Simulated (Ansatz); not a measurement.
# RbBr: the cost of one run

Program: Ansatz 0.2.0. Level of theory: DFT PBE, scalar-relativistic, plane waves, PAW. These are calculated values, not measurements.

**1. Starting point**

The structure is trigonal, space group R3m (No. 160). Conventional cell: a = 5.425 Å, b = 5.425 Å, c = 13.390 Å, α = 90.00°, β = 90.00°, γ = 120.00°. Around Rb (site symmetry 3m) lie 4 Br at 3.33 Å. Br (site symmetry 3m) has 4 Rb at 3.33 Å as nearest neighbours.

As a file:

```xyz
2
Lattice="2.7127 1.5662 4.4632 -2.7127 1.5662 4.4632 0.0000 -3.1324 4.4632" Properties=species:S:1:pos:R:3 pbc="T T T"
Rb    0.0000    0.0000    0.0000
Br    0.0000    0.0000    3.3308
```

Recipe of the guess: close-packed metal layers stacked A|B, with sites between them filled layer by layer (R3m, No. 160). Its size is a rough estimate.

**2. A first look at the guess**

input.yaml reads:

```yaml
crystal:
  lattice:
    - [2.71270263, 1.5661796, 4.46324713]
    - [-2.71270263, 1.5661796, 4.46324713]
    - [0.0, -3.13235919, 4.46324713]
  atoms:
    - { symbol: Rb, position: [0.0, 0.0, 0.0] }
    - { symbol: Br, position: [0.24875662, 0.24875662, 0.24875662] }
basis:
  ecutwfc: 420
kpoints:
  mp_grid: { grid: [6, 6, 6] }
hamiltonian:
  xc: pbe
scf:
  occupations: { method: gaussian, width: 0.1 }
  lower_state_search: "off"
output:
  forces: true
  stress: true
  eigenvalues: true
```

Started as:

```bash
$ ansatz run input.yaml --threads 1 --pin off --max-ram 2048MiB --backend cpu --events-out ev --progress --plain --runs-dir out
```

Q: Estimate wall time and peak memory on 1 thread of AMD EPYC 7R43 (Zen 3), shared host.

About 6.2 s, with a peak of 0.4 GiB.
